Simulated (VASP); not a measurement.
# MgO (Fm-3m) in VASP: relaxation of cell and atoms with PBEsol

Aim: the relaxation of cell and atoms of MgO with PBEsol.

Program: VASP 6.6.1. These are calculated values, not measurements. Logs are shortened: lines on timing, memory, paths and dates and some standing lists are left out, and cuts for length are marked.

## Step 1: Starting point

Symmetry: Fm-3m, No. 225, cubic system. Conventional cell: a = 4.208 Å, b = 4.208 Å, c = 4.208 Å, α = 90.00°, β = 90.00°, γ = 90.00°. Mg (site symmetry m-3m) has 6 O at 2.10 Å as nearest neighbours. Around O (site symmetry m-3m) lie 6 Mg at 2.10 Å.

## Step 2: Relaxation of cell and atoms, PBEsol

INCAR reads:

```
SYSTEM = MgO
  PREC = Accurate
  ENCUT = 600
  EDIFF = 1E-7
  ISMEAR = 0
  SIGMA = 0.03
  LREAL = .False.
  LASPH = .True.
  NELM = 80
  ALGO = Normal
  ISIF = 3
  LWAVE = .False.
  LCHARG = .False.
  GGA = PS
  IBRION = 2
  NSW = 90
  EDIFFG = -0.005
  KPAR = 4
```

KPOINTS reads:

```
regular mesh
0
Gamma
  14 14 14
  0 0 0
```

POSCAR reads:

```
MgO                                     
1.0
    0.0000000000      2.1039238760      2.1039238760
    2.1039238760      0.0000000000      2.1039238760
    2.1039238760      2.1039238760     -0.0000000000
  Mg              O             
     1     1
Direct
     0.0000000000000000    0.0000000000000000    0.0000000000000000
     0.5000000000000000    0.5000000000000000    0.5000000000000000
```

Potentials or basis: VASP PAW PBE potentials, release 64 (Mg, O).

Started as:

```sh
$ cat potpaw_PBE.64/Mg/POTCAR potpaw_PBE.64/O/POTCAR > POTCAR
$ mpirun -np 4 vasp_std > vasp.out
```

OUTCAR:

```text
SYSTEM = MgO
   PREC = Accurate
   ENCUT = 600
   EDIFF = 1E-7
   ISMEAR = 0
   LREAL = .False.
   LASPH = .True.
   NELM = 80
   ISIF = 3
   GGA = PS
   IBRION = 2
   NSW = 90
   EDIFFG = -0.005

 ion  position               nearest neighbor table
   1  0.000  0.000  0.000-   2 2.10   2 2.10   2 2.10   2 2.10   2 2.10   2 2.10
   2  0.500  0.500  0.500-   1 2.10   1 2.10   1 2.10   1 2.10   1 2.10   1 2.10

  LATTYP: Found a face centered cubic cell.
 ALAT       =     4.2078477520

  Lattice vectors:

 A1 = (   0.0000000000,   2.1039238760,   2.1039238760)
 A2 = (   2.1039238760,   0.0000000000,   2.1039238760)
 A3 = (   2.1039238760,   2.1039238760,   0.0000000000)

Analysis of symmetry for initial positions (statically):
=====================================================================
 Subroutine PRICEL returns:
 Original cell was already a primitive cell.

 Routine SETGRP: Setting up the symmetry group for a
 face centered cubic supercell.

 Subroutine GETGRP returns: Found 48 space group operations
 (whereof 48 operations were pure point group operations)
 out of a pool of 48 trial point group operations.

The static configuration has the point symmetry O_h .

Analysis of symmetry for dynamics (positions and initial velocities):
=====================================================================
 Subroutine PRICEL returns:
 Original cell was already a primitive cell.

 Routine SETGRP: Setting up the symmetry group for a
 face centered cubic supercell.

 Subroutine GETGRP returns: Found 48 space group operations
 (whereof 48 operations were pure point group operations)
 out of a pool of 48 trial point group operations.

The dynamic configuration has the point symmetry O_h .

 Subroutine INISYM returns: Found 48 space group operations
 (whereof 48 operations are pure point group operations),
 and found     1 'primitive' translations

----------------------------------------------------------------------------------------

                                     Primitive cell

  volume of cell :      18.6260

  direct lattice vectors                    reciprocal lattice vectors
     0.000000000  2.103923876  2.103923876    -0.237651184  0.237651184  0.237651184
     2.103923876  0.000000000  2.103923876     0.237651184 -0.237651184  0.237651184
     2.103923876  2.103923876  0.000000000     0.237651184  0.237651184 -0.237651184

  length of vectors
     2.975397680  2.975397680  2.975397680     0.411623925  0.411623925  0.411623925

[... 82 lines left out ...]
   EDIFFG = -.5E-02   stopping-criterion for IOM
   NSW    =     90    number of steps for IOM
   IBRION =      2    ionic relax: 0-MD 1-quasi-New 2-CG
   NFREE  =      1    steps in history (QN), initial steepest desc. (CG)
   ISIF   =      3    stress and relaxation
   ISYM   =      2    0-nonsym 1-usesym 2-fastsym
   POTIM  = 0.5000    time-step for ionic-motion
   TEBEG  =    0.0;   TEEND  =   0.0 temperature during run
   PSTRESS=    0.0 pullay stress
   NELECT =       8.0000    total number of electrons
   NUPDOWN=      -1.0000    fix difference up-down
   EMIN   =  10.00;   EMAX   =-10.00  energy-range for DOS
   EFERMI =   0.00;   METHOD = LEGACY
   ISMEAR =     0;   SIGMA  =   0.03  broadening in eV -4-tet -1-fermi 0-gaus
   EFERMI_NEDOS =   21; number of points for ismear=-14 and -15
   IALGO  =     38    algorithm
   IMIX   =      4    mixing-type and parameters
     AMIX     =   0.40;   BMIX     =  1.00
     AMIX_MAG =   1.60;   BMIX_MAG =  1.00
  volume/ion in A,a.u.               =       9.31        62.85
  Fermi-wavevector in a.u.,A,eV,Ry     =   1.235183  2.334158 20.758112  1.525678
  Thomas-Fermi vector in A             =   2.369843
   LORBIT       =      0    0 simple, 1 ext, 2 COOP (PROOUT), +10 PAW based schemes
   GGA     = PS    functional components
   LHFCALC =     F    Hartree Fock is set to
   AEXX    =    0.0000 exact exchange contribution
   IVDW    =     0    specifies the selected vdW correction
   LEPSILON=     F    determine dielectric tensor
   LRPA    =     F    only Hartree local field effects (RPA)
 conjugate gradient relaxation of ions
 non-spin polarized calculation
 Gauss-broadening in eV      SIGMA  =   0.03
  energy-cutoff  :      600.00
  volume of cell :       18.63
 maximum number of plane-waves:       636
   NGX = 11   NGY = 11   NGZ = 11

 number of electron       8.0000005 magnetization

 Free energy of the ion-electron system (eV)
  ---------------------------------------------------
  ext. energy  EPLUGINS =         0.00000000
  ---------------------------------------------------
  free energy    TOTEN  =       -12.51537137 eV

  energy without entropy =      -12.51537137  energy(sigma->0) =      -12.51537137

 E-fermi :   3.2760     XC(G=0): -11.3245

 val. band max:        3.0879468010   @ k =   0.0000   0.0000   0.0000
 cond. band min:       7.7526950437   @ k =   0.0000   0.0000   0.0000
 fundamental gap:      4.6647482428
 Fermi energy:         3.2759935149

 k-point     1 :       0.0000    0.0000    0.0000
  band No.  band energies     occupation
      1     -14.1327      2.00000
      2       3.0879      2.00000
      3       3.0879      2.00000
      4       3.0879      2.00000
      5       7.7527      0.00000
      6      18.7389      0.00000
      7      18.7389      0.00000
      8      18.7389      0.00000
[... 243 lines left out ...]
 k-point    24 :       0.2857    0.1429    0.0000
  band No.  band energies     occupation
      1     -13.4293      2.00000
      2       0.4030      2.00000
      3       2.4390      2.00000
      4       2.4923      2.00000
      5      10.7333      0.00000
      6      14.8228      0.00000
      7      18.9722      0.00000
      8      19.9746      0.00000

 [... further k-points ...]
[... 5 lines left out ...]
  --------------------------------------------------------------------------------------
  -------------------------------------------------------------------------------------
  Total        0.0006865      0.0006865      0.0006865     -0.0000000      0.0000000      0.0000000
  in kB        0.0590499      0.0590499      0.0590499     -0.0000000      0.0000000      0.0000000
  external PRESSURE =       0.0590499 kB  Pullay stress =       0.0000000 kB

 VOLUME and BASIS-vectors are now :
 -----------------------------------------------------------------------------
  energy-cutoff  :      600.00
  volume of cell :       18.63
      direct lattice vectors                 reciprocal lattice vectors
     0.000000000  2.103923876  2.103923876    -0.237651184  0.237651184  0.237651184
     2.103923876  0.000000000  2.103923876     0.237651184 -0.237651184  0.237651184
     2.103923876  2.103923876  0.000000000     0.237651184  0.237651184 -0.237651184

 POSITION                                       TOTAL-FORCE (eV/Angst)
 -----------------------------------------------------------------------------------
      0.00000      0.00000      0.00000         0.000000      0.000000      0.000000
      2.10392      2.10392      2.10392        -0.000000     -0.000000     -0.000000
 -----------------------------------------------------------------------------------
    total drift:                               -0.000000     -0.000000      0.000000

  FREE ENERGIE OF THE ION-ELECTRON SYSTEM (eV)
  ---------------------------------------------------
  free  energy   TOTEN  =       -12.5153713708 eV

  energy  without entropy=      -12.5153713708  energy(sigma->0) =      -12.51537137

 reached required accuracy - stopping structural energy minimisation
```

OSZICAR:

```text
N       E                     dE             d eps       ncg     rms          rms(c)
DAV:   1     0.180452151276E+02    0.18045E+02   -0.52393E+03  1912   0.100E+03
DAV:   2    -0.134307730907E+02   -0.31476E+02   -0.30126E+02  2048   0.155E+02
DAV:   3    -0.138995344691E+02   -0.46876E+00   -0.46876E+00  2064   0.215E+01
DAV:   4    -0.139001601185E+02   -0.62565E-03   -0.62565E-03  2320   0.763E-01
DAV:   5    -0.139001605886E+02   -0.47008E-06   -0.47008E-06  2168   0.154E-02    0.666E+00
DAV:   6    -0.125541692064E+02    0.13460E+01   -0.87352E+00  1664   0.207E+01    0.224E+00
DAV:   7    -0.125288657082E+02    0.25303E-01   -0.41012E-02  1728   0.259E+00    0.128E+00
DAV:   8    -0.125154314508E+02    0.13434E-01   -0.20662E-02  1680   0.222E+00    0.147E-01
DAV:   9    -0.125153314015E+02    0.10005E-03   -0.36385E-04  2584   0.175E-01    0.715E-02
DAV:  10    -0.125153713973E+02   -0.39996E-04   -0.51797E-05  1704   0.840E-02    0.387E-03
DAV:  11    -0.125153712670E+02    0.13034E-06   -0.15776E-06  2328   0.926E-03    0.185E-03
DAV:  12    -0.125153713741E+02   -0.10718E-06   -0.57124E-08  1104   0.295E-03    0.279E-04
DAV:  13    -0.125153713708E+02    0.33098E-08   -0.16541E-09  1040   0.542E-04
   1 F= -.12515371E+02 E0= -.12515371E+02  d E =-.125154E+02
```

CONTCAR:

```text
MgO
   1.00000000000000
     0.0000000000000000    2.1039238760000001    2.1039238760000001
     2.1039238760000001    0.0000000000000000    2.1039238760000001
     2.1039238760000001    2.1039238760000001    0.0000000000000000
  Mg              O
     1     1
Direct
     0.0000000000000000    0.0000000000000000    0.0000000000000000
     0.5000000000000000    0.5000000000000000    0.5000000000000000

  0.00000000E+00  0.00000000E+00  0.00000000E+00
  0.00000000E+00  0.00000000E+00  0.00000000E+00
```

Wall time 3.4 s (4 MPI ranks of AMD EPYC 9R45 (Zen 5), shared host); peak memory 0.13 GiB.

What came out:

```
Free energy             : -12.5154 eV
Pressure after relaxing : 0.0 GPa
Band gap on the k mesh  : 4.66 eV, direct
```

Final structure:
```yaml
crystal:
  lattice:
    - [0.00000, 2.10392, 2.10392]
    - [2.10392, 0.00000, 2.10392]
    - [2.10392, 2.10392, 0.00000]
  atoms:
    - { symbol: Mg, position: [0.00000, 0.00000, 0.00000] }
    - { symbol: O, position: [0.50000, 0.50000, 0.50000] }
```

Caveat: the relaxation stopped at its first step, so nothing moved; the PAW data sets were made with another functional, which shifts forces and pressure a little.
